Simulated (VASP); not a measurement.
Wanted: the native input for a VASP 6.6.1 run.

* Task: single point
* Functional: PBE
* Potentials or basis: VASP PAW PBE potentials, release 64 (La, O)
* Cutoff: 520 eV
* k mesh: 8 × 8 × 5
* Occupations: gaussian, width 0.05 eV
* Spin: no spin polarisation
* Further INCAR settings: ALGO = Normal; EDIFF = 1e-06

The structure of La2O3 lies in POSCAR:

```
La2O3
1.0
    3.9380000000      0.0000000000      0.0000000000
   -1.9690000000      3.4104080401      0.0000000000
    0.0000000000      0.0000000000      6.1360000000
La O
2 3
Direct
    0.3333333333      0.6666666667      0.2454000000
    0.6666666667      0.3333333333      0.7546000000
    0.3333333333      0.6666666667      0.6471000000
    0.6666666667      0.3333333333      0.3529000000
    0.0000000000      0.0000000000      0.0000000000
```

The cell was built by a generator and needn't be a form met in nature.

These files were run (other wordings do the same):

INCAR

```
SYSTEM = La2O3
  ALGO = Normal
  EDIFF = 1E-6
  ENCUT = 520
  GGA = PE
  ISIF = 2
  ISMEAR = 0
  LASPH = .True.
  LCHARG = .True.
  LELF = .True.
  LREAL = .False.
  LVHAR = .True.
  LWAVE = .False.
  NELM = 100
  PREC = Accurate
  SIGMA = 0.05
```

KPOINTS

```
k-points
0
Gamma
  8 8 5
  0 0 0
```

Potentials or basis: VASP PAW PBE potentials, release 64 (La, O).

Command:

```console
$ cat potpaw_PBE.64/La/POTCAR potpaw_PBE.64/O/POTCAR > POTCAR
$ mpirun -np 1 vasp_std > vasp.out
```

Results of the run:

The pressure is 0.5 GPa. The largest force is 0.128 eV/Å. The band gap on the k mesh is 3.89 eV, indirect (least direct gap 4.07 eV).

Caveat: spin-orbit coupling is left out, which moves the levels of the heavy elements; an odd mesh through Γ misses points on the zone boundary, where band edges often lie.

It took 85 s on 1 thread of Intel(R) Xeon(R) Platinum 8488C (Sapphire Rapids) (shared host), peak memory 0.25 GiB.
